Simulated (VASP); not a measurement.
# SnSe2 (P-3m1) in VASP: a series of runs

One crystal, SnSe2, is run at these levels: PBE+D3(BJ); tasks: relaxation of cell and atoms.

All numbers are computed with VASP 6.6.1; they aren't measurements. Logs are shortened: lines on timing, memory, paths and dates and some standing lists are left out, and cuts for length are marked.

### 1 The structure

The structure is trigonal, space group P-3m1 (No. 164). Conventional cell: a = 3.811 Å, b = 3.811 Å, c = 6.136 Å, α = 90.00°, β = 90.00°, γ = 120.00°. Sn (site symmetry -3m) is surrounded by 6 Se at 2.68 Å. Se (site symmetry 3m) is surrounded by 3 Sn at 2.68 Å.

### 2 Relaxation of cell and atoms, PBE+D3(BJ)

Input file INCAR:

```
ALGO = Fast
EDIFF = 1E-7
EDIFFG = -0.002
ENCUT = 520
GGA = PE
IBRION = 2
ISIF = 3
ISMEAR = 0
IVDW = 12
LASPH = True
LCHARG = False
LREAL = False
LWAVE = False
NELM = 60
NSW = 80
PREC = Accurate
SIGMA = 0.02
```

Input file KPOINTS:

```
k-points
0
Gamma
  15 15 8
```

Input file POSCAR:

```
SnSe2
1.0
    3.8110000000      0.0000000000      0.0000000000
   -1.9055000000      3.3004228100      0.0000000000
    0.0000000000      0.0000000000      6.1360000000
Sn Se
1 2
Direct
    0.0000000000      0.0000000000      0.0000000000
    0.3333333300      0.6666666700      0.2490000000
    0.6666666700      0.3333333300      0.7510000000
```

Potentials or basis: VASP PAW PBE potentials, release 64 (Sn_d, Se).

Launch:

```bash
$ cat potpaw_PBE.64/Sn_d/POTCAR potpaw_PBE.64/Se/POTCAR > POTCAR
$ mpirun -np 1 vasp_std > vasp.out
```

OUTCAR:

```text
EDIFF = 1E-7
   EDIFFG = -0.002
   ENCUT = 520
   GGA = PE
   IBRION = 2
   ISIF = 3
   ISMEAR = 0
   IVDW = 12
   LASPH = True
   LREAL = False
   NELM = 60
   NSW = 80
   PREC = Accurate
 IVDW          = 12

 ion  position               nearest neighbor table
   1  0.000  0.000  0.000-   2 2.68   3 2.68   2 2.68   3 2.68   3 2.68   2 2.68
   2  0.333  0.667  0.249-   1 2.68   1 2.68   1 2.68
   3  0.667  0.333  0.751-   1 2.68   1 2.68   1 2.68

  LATTYP: Found a hexagonal cell.
 ALAT       =     3.8110000000
 C/A-ratio  =     1.6100760955

  Lattice vectors:

 A1 = (   3.8110000000,   0.0000000000,   0.0000000000)
 A2 = (  -1.9055000000,   3.3004228100,   0.0000000000)
 A3 = (   0.0000000000,   0.0000000000,   6.1360000000)

Analysis of symmetry for initial positions (statically):
=====================================================================
 Subroutine PRICEL returns:
 Original cell was already a primitive cell.

 Routine SETGRP: Setting up the symmetry group for a
 hexagonal supercell.

 Subroutine GETGRP returns: Found 12 space group operations
 (whereof 12 operations were pure point group operations)
 out of a pool of 24 trial point group operations.

The static configuration has the point symmetry D_3d.

Analysis of symmetry for dynamics (positions and initial velocities):
=====================================================================
 Subroutine PRICEL returns:
 Original cell was already a primitive cell.

 Routine SETGRP: Setting up the symmetry group for a
 hexagonal supercell.

 Subroutine GETGRP returns: Found 12 space group operations
 (whereof 12 operations were pure point group operations)
 out of a pool of 24 trial point group operations.

The dynamic configuration has the point symmetry D_3d.

 Subroutine INISYM returns: Found 12 space group operations
 (whereof 12 operations are pure point group operations),
 and found     1 'primitive' translations

----------------------------------------------------------------------------------------

                                     Primitive cell

  volume of cell :      77.1781

  direct lattice vectors                    reciprocal lattice vectors
     3.811000000  0.000000000  0.000000000     0.262398321  0.151495741  0.000000000
    -1.905500000  3.300422810  0.000000000     0.000000000  0.302991482  0.000000000
     0.000000000  0.000000000  6.136000000     0.000000000  0.000000000  0.162972621

  length of vectors
     3.811000000  3.810999997  6.136000000     0.302991482  0.302991482  0.162972621

  position of ions in fractional coordinates (direct lattice)
     0.000000000  0.000000000  0.000000000
     0.333333330  0.666666670  0.249000000
     0.666666670  0.333333330  0.751000000

  ion indices of the primitive-cell ions
   primitive index   ion index
                 1           1
                 2           2
                 3           3

----------------------------------------------------------------------------------------

 KPOINTS: k-points

Automatic generation of k-mesh.
 Grid dimensions read from file:
 generate k-points for:   15   15    8

 Generating k-lattice:

  Cartesian coordinates                     Fractional coordinates (reciprocal lattice)
     0.017493221  0.010099716  0.000000000     0.066666667  0.000000000  0.000000000
     0.000000000  0.020199432  0.000000000     0.000000000  0.066666667  0.000000000
     0.000000000  0.000000000  0.020371578     0.000000000  0.000000000  0.125000000

  Length of vectors
     0.020199432  0.020199432  0.020371578

  Shift w.r.t. Gamma in fractional coordinates (k-lattice)
     0.000000000  0.000000000  0.000000000

 Subroutine IBZKPT returns following result:
 ===========================================

 Found    192 irreducible k-points:

 Following reciprocal coordinates:
            Coordinates               Weight
  0.000000  0.000000  0.000000      1.000000
  0.066667 -0.000000  0.000000      6.000000
  0.133333 -0.000000  0.000000      6.000000
  0.200000 -0.000000  0.000000      6.000000
  0.266667 -0.000000  0.000000      6.000000
  0.333333 -0.000000  0.000000      6.000000
[... 16 lines left out ...]
  0.333333  0.200000  0.000000     12.000000
  0.400000  0.200000  0.000000      6.000000
 [... further k-points ...]
   k-points           NKPTS =    192   k-points in BZ     NKDIM =    192   number of bands    NBANDS=     17
   number of dos      NEDOS =    301   number of ions     NIONS =      3
   total plane-waves  NPLWV =  37632
   dimension x,y,z NGX =    28 NGY =   28 NGZ =   48
   dimension x,y,z NGXF=    56 NGYF=   56 NGZF=   96
   ions per type =               1   2
   NGX,Y,Z   is equivalent  to a cutoff of  12.21, 12.21, 13.00 a.u.
   NGXF,Y,Z  is equivalent  to a cutoff of  24.43, 24.43, 26.01 a.u.
 SYSTEM =  unknown system
   PREC   = accura    normal or accurate (medium, high low for compatibility)
   ISTART =      0    job   : 0-new  1-cont  2-samecut
   ICHARG =      2    charge: 1-file 2-atom 10-const
   ISPIN  =      1    spin polarized calculation?
   LNONCOLLINEAR =      F non collinear calculations
   LSORBIT =      F    spin-orbit coupling
   LASPH  =      T    aspherical Exc in radial PAW
   ENCUT  =  520.0 eV  38.22 Ry    6.18 a.u.   7.09  7.09 11.41*2*pi/ulx,y,z
   NELM   =     60;   NELMIN=  2; NELMDL= -5     # of ELM steps
   EDIFF  = 0.1E-06   stopping-criterion for ELM
   LREAL  =      F    real-space projection
   EDIFFG = -.2E-02   stopping-criterion for IOM
   NSW    =     80    number of steps for IOM
   IBRION =      2    ionic relax: 0-MD 1-quasi-New 2-CG
   NFREE  =      1    steps in history (QN), initial steepest desc. (CG)
   ISIF   =      3    stress and relaxation
   ISYM   =      2    0-nonsym 1-usesym 2-fastsym
   POTIM  = 0.5000    time-step for ionic-motion
   TEBEG  =    0.0;   TEEND  =   0.0 temperature during run
   PSTRESS=    0.0 pullay stress
   NELECT =      26.0000    total number of electrons
   NUPDOWN=      -1.0000    fix difference up-down
   EMIN   =  10.00;   EMAX   =-10.00  energy-range for DOS
   EFERMI =   0.00;   METHOD = LEGACY
   ISMEAR =     0;   SIGMA  =   0.02  broadening in eV -4-tet -1-fermi 0-gaus
   EFERMI_NEDOS =   21; number of points for ismear=-14 and -15
   IALGO  =     68    algorithm
   IMIX   =      4    mixing-type and parameters
     AMIX     =   0.40;   BMIX     =  1.00
     AMIX_MAG =   1.60;   BMIX_MAG =  1.00
  volume/ion in A,a.u.               =      25.73       173.61
  Fermi-wavevector in a.u.,A,eV,Ry     =   1.139116  2.152617 17.654722  1.297585
  Thomas-Fermi vector in A             =   2.275820
   LORBIT       =      0    0 simple, 1 ext, 2 COOP (PROOUT), +10 PAW based schemes
   GGA     = PE    functional components
   LHFCALC =     F    Hartree Fock is set to
   AEXX    =    0.0000 exact exchange contribution
   IVDW    =    12    specifies the selected vdW correction
   LEPSILON=     F    determine dielectric tensor
   LRPA    =     F    only Hartree local field effects (RPA)
 conjugate gradient relaxation of ions
 non-spin polarized calculation
 RMM-DIIS sequential band-by-band and
 Gauss-broadening in eV      SIGMA  =   0.02
  energy-cutoff  :      520.00
  volume of cell :       77.18
 maximum number of plane-waves:      2109
   NGX = 15   NGY = 15   NGZ = 23

--------------------------------------- Ionic step        1  -------------------------------------------

 number of electron      26.0000006 magnetization

 Free energy of the ion-electron system (eV)
  ---------------------------------------------------
  ext. energy  EPLUGINS =         0.00000000
  ---------------------------------------------------
  free energy    TOTEN  =       -11.74805390 eV

  energy without entropy =      -11.74805390  energy(sigma->0) =      -11.74805390

------------------------ aborting loop because EDIFF is reached ----------------------------------------

 Edisp (eV)   -1.08284

 E8    (eV) :    -0.4736
[... 108 lines left out ...]
  FREE ENERGIE OF THE ION-ELECTRON SYSTEM (eV)
  ---------------------------------------------------
  free  energy   TOTEN  =       -12.8824091646 eV

  energy  without entropy=      -12.8824091646  energy(sigma->0) =      -12.88240916

 E-fermi :   4.0585     XC(G=0):  -9.3767

 val. band max:        3.9341021295   @ k =   0.1333  -0.0000   0.1250
 cond. band min:       4.4957114062   @ k =   0.0000   0.4667   0.3750
 fundamental gap:      0.5616092767
 Fermi energy:         4.0584744496

 k-point     1 :       0.0000    0.0000    0.0000
  band No.  band energies     occupation
      1     -17.3010      2.00000
      2     -17.3010      2.00000
      3     -17.2629      2.00000
      4     -17.2524      2.00000
      5     -17.2524      2.00000
      6      -9.7957      2.00000
[... 457 lines left out ...]
      4     -17.2430      2.00000
      5     -17.2313      2.00000
      6      -8.0638      2.00000
[... 9 lines left out ...]
     16       9.5172      0.00000
     17      10.3515      0.00000

 [... further k-points ...]

[... ionic steps 4 to 20 ...]

--------------------------------------- Ionic step       21  -------------------------------------------

 number of electron      26.0000015 magnetization

------------------------ aborting loop because EDIFF is reached ----------------------------------------
[... 77 lines left out ...]
--------------------------------------- Ionic step       23  -------------------------------------------

 number of electron      26.0000015 magnetization

 Free energy of the ion-electron system (eV)
  ---------------------------------------------------
  ext. energy  EPLUGINS =         0.00000000
  ---------------------------------------------------
  free energy    TOTEN  =       -11.80693774 eV

  energy without entropy =      -11.80693774  energy(sigma->0) =      -11.80693774

 E-fermi :   4.6066     XC(G=0):  -9.5650

 val. band max:        4.4539344287   @ k =   0.0667   0.0667   0.0000
 cond. band min:       4.8270147794   @ k =   0.0000   0.4667   0.3750
 fundamental gap:      0.3730803507
 Fermi energy:         4.6065812611

 k-point     1 :       0.0000    0.0000    0.0000
  band No.  band energies     occupation
      1     -16.9724      2.00000
      2     -16.9724      2.00000
      3     -16.9385      2.00000
      4     -16.9273      2.00000
      5     -16.9273      2.00000
      6      -9.5080      2.00000
[... 457 lines left out ...]
      4     -16.9167      2.00000
      5     -16.9082      2.00000
      6      -7.7841      2.00000
[... 9 lines left out ...]
     16       9.8846      0.00000
     17      10.6228      0.00000

 [... further k-points ...]

------------------------ aborting loop because EDIFF is reached ----------------------------------------

 Edisp (eV)   -1.09186

 E8    (eV) :    -0.4779
[... 26 lines left out ...]
  FREE ENERGIE OF THE ION-ELECTRON SYSTEM (eV)
  ---------------------------------------------------
  free  energy   TOTEN  =       -12.8988026330 eV

  energy  without entropy=      -12.8988026330  energy(sigma->0) =      -12.89880263

 reached required accuracy - stopping structural energy minimisation
```

Wall time 19 min (1 thread of Intel Xeon 6975P-C (Granite Rapids), shared host); peak memory 0.42 GiB.

What came out:

```
Free energy                            : -12.8988 eV
Relaxed volume                         : 25.58 Å³/atom
Relaxed cell                           : a = 3.841 Å, b = 3.841 Å, c = 6.006 Å, α = 90.00°, β = 90.00°, γ = 120.00°
Space group after relaxing (to 0.05 Å) : P-3m1 (No. 164)
Energy gained by relaxing              : 22.6 meV/atom
Ionic steps                            : 23
Pressure after relaxing                : 0.0 GPa
Band gap on the k mesh                 : 0.37 eV, indirect (least direct gap 0.81 eV)
Dispersion energy per atom             : -0.364 eV
```

The path:
```tsv
step	energy change (eV)	largest force (eV/Å)	pressure (GPa)	volume (Å³)
1	0.0000	0.8186	3.30	77.18
2	-0.0199	0.2859	-2.87	83.25
3	-0.0515	0.1652	-0.45	80.48
4	-0.0515	0.1769	-0.38	80.41
5	-0.0556	0.1286	-0.23	79.86
6	-0.0576	0.0611	-0.01	79.11
7	-0.0597	0.0493	-0.04	78.84
8	-0.0646	0.0147	-0.10	78.02
9	-0.0675	0.0523	-0.07	76.36
10	-0.0677	0.0327	-0.09	76.80
11	-0.0669	0.0872	0.47	76.31
12	-0.0679	0.0003	0.07	76.67
13	-0.0679	0.0064	-0.07	76.85
14	-0.0679	0.0026	0.00	76.75
15	-0.0679	0.0028	0.00	76.75
16	-0.0679	0.0026	0.00	76.75
17	-0.0679	0.0005	-0.01	76.76
18	-0.0679	0.0009	-0.01	76.75
19	-0.0679	0.0000	-0.01	76.75
20	-0.0679	0.0001	-0.01	76.75
21	-0.0679	0.0007	-0.01	76.74
22	-0.0679	0.0015	-0.01	76.74
23	-0.0679	0.0004	0.00	76.73
```

Final structure:
```
Sn Se
1.0
     3.84067    0.00000    0.00000
    -1.92034    3.32612    0.00000
     0.00000    0.00000    6.00635
Sn Se
1 2
Direct
  0.00000 0.00000 0.00000
  0.33333 0.66667 0.26554
  0.66667 0.33333 0.73446
```

Caveat: spin-orbit coupling is left out, which moves the levels of the heavy elements; an odd mesh through Γ misses points on the zone boundary, where band edges often lie.

### 3 Relaxation of cell and atoms, PBE+D3(BJ)

This run uses another cell than the first one, of 25.58 Å³/atom, 0.994 times its volume.

INCAR is that of step 2.

KPOINTS is that of step 2.

Input file POSCAR:

```
SnSe2                                   
1.0
    3.8406741671     -0.0000000000     -0.0000000000
   -1.9203370836      3.3261213925     -0.0000000000
   -0.0000000000      0.0000000000      6.0063451406
  Sn              Se            
     1     2
Direct
     0.0000000000000000    1.0000000000000000    0.0000000000000000
     0.3333333300000021    0.6666666699999979    0.2655444987830815
     0.6666666699999979    0.3333333300000021    0.7344555012169187
```

Potentials or basis: VASP PAW PBE potentials, release 64 (Sn_d, Se).

Launch:

```bash
$ cat potpaw_PBE.64/Sn_d/POTCAR potpaw_PBE.64/Se/POTCAR > POTCAR
$ mpirun -np 1 vasp_std > vasp.out
```

OUTCAR:

```text
EDIFF = 1E-7
   EDIFFG = -0.002
   ENCUT = 520
   GGA = PE
   IBRION = 2
   ISIF = 3
   ISMEAR = 0
   IVDW = 12
   LASPH = True
   LREAL = False
   NELM = 60
   NSW = 80
   PREC = Accurate
 IVDW          = 12

 ion  position               nearest neighbor table
   1  0.000  0.000  0.000-   2 2.73   3 2.73   2 2.73   3 2.73   3 2.73   2 2.73
   2  0.333  0.667  0.266-   1 2.73   1 2.73   1 2.73
   3  0.667  0.333  0.734-   1 2.73   1 2.73   1 2.73

  LATTYP: Found a hexagonal cell.
 ALAT       =     3.8406741671
 C/A-ratio  =     1.5638778192

  Lattice vectors:

 A1 = (   3.8406741671,   0.0000000000,   0.0000000000)
 A2 = (  -1.9203370836,   3.3261213925,   0.0000000000)
 A3 = (   0.0000000000,   0.0000000000,   6.0063451406)

Analysis of symmetry for initial positions (statically):
=====================================================================
 Subroutine PRICEL returns:
 Original cell was already a primitive cell.

 Routine SETGRP: Setting up the symmetry group for a
 hexagonal supercell.

 Subroutine GETGRP returns: Found 12 space group operations
 (whereof 12 operations were pure point group operations)
[... 173 lines left out ...]
 cond. band min:       4.8270644899   @ k =   0.0000   0.4667   0.3750
 fundamental gap:      0.3730112963
 Fermi energy:         4.5771995585

 k-point     1 :       0.0000    0.0000    0.0000
  band No.  band energies     occupation
      1     -16.9724      2.00000
      2     -16.9724      2.00000
      3     -16.9384      2.00000
      4     -16.9273      2.00000
      5     -16.9273      2.00000
      6      -9.5080      2.00000
[... 457 lines left out ...]
      4     -16.9167      2.00000
      5     -16.9081      2.00000
      6      -7.7840      2.00000
[... 9 lines left out ...]
     16       9.9133      0.00000
     17      10.6577      0.00000

 [... further k-points ...]

------------------------ aborting loop because EDIFF is reached ----------------------------------------

 Edisp (eV)   -1.09186

 E8    (eV) :    -0.4779

  FORCE on cell =-STRESS in cart. coord.  units (eV):
  Direction    XX          YY          ZZ          XY          YZ          ZX
  --------------------------------------------------------------------------------------
  -------------------------------------------------------------------------------------
  Total       0.00309     0.00309    -0.00573    -0.00000     0.00000     0.00000
  in kB       0.06453     0.06453    -0.11970    -0.00000     0.00000     0.00000
  external pressure =        0.00 kB  Pullay stress =        0.00 kB

 VOLUME and BASIS-vectors are now :
 -----------------------------------------------------------------------------
  energy-cutoff  :      520.00
  volume of cell :       76.73
      direct lattice vectors                 reciprocal lattice vectors
     3.840674167  0.000000000  0.000000000     0.260370955  0.150325241  0.000000000
    -1.920337084  3.326121393  0.000000000     0.000000000  0.300650482  0.000000000
     0.000000000  0.000000000  6.006345141     0.000000000  0.000000000  0.166490599

 POSITION                                       TOTAL-FORCE (eV/Angst)
 -----------------------------------------------------------------------------------
      0.00000      0.00000      0.00000        -0.000000      0.000000      0.000000
     -0.00000      2.21741      1.59495         0.000000      0.000000     -0.000505
      1.92034      1.10871      4.41139        -0.000000      0.000000      0.000505
 -----------------------------------------------------------------------------------
    total drift:                                0.000000      0.000000      0.000000

  FREE ENERGIE OF THE ION-ELECTRON SYSTEM (eV)
  ---------------------------------------------------
  free  energy   TOTEN  =       -12.8987247753 eV

  energy  without entropy=      -12.8987247753  energy(sigma->0) =      -12.89872478

 reached required accuracy - stopping structural energy minimisation
```

It took 1.9 min on 1 thread of Intel Xeon 6975P-C (Granite Rapids), shared host; peak memory 0.4 GiB.

What came out:

```
Free energy                : -12.8987 eV
Pressure after relaxing    : 0.0 GPa
Band gap on the k mesh     : 0.37 eV, indirect (least direct gap 0.81 eV)
Dispersion energy per atom : -0.364 eV
```

Final structure:
```xyz
3
Lattice="3.8407 0.0000 0.0000 -1.9203 3.3261 0.0000 0.0000 0.0000 6.0063" Properties=species:S:1:pos:R:3 pbc="T T T"
Sn    0.0000    0.0000    0.0000
Se    0.0000    2.2174    1.5950
Se    1.9203    1.1087    4.4114
```

Levels at points of the mesh, in eV from the valence-band top:
```tsv
k point	band 10	band 11	band 12	band 13	band 14	band 15	band 16	band 17
(0.00, 0.00, 0.00)	-0.75	-0.58	-0.58	-0.14	0.67	2.89	4.45	4.45
(0.00, 0.00, 0.50)	-0.92	-0.92	-0.32	-0.32	2.36	2.74	4.07	4.08
```

Caveat: the relaxation stopped at its first step, so nothing moved; spin-orbit coupling is left out, which moves the levels of the heavy elements; an odd mesh through Γ misses points on the zone boundary, where band edges often lie.
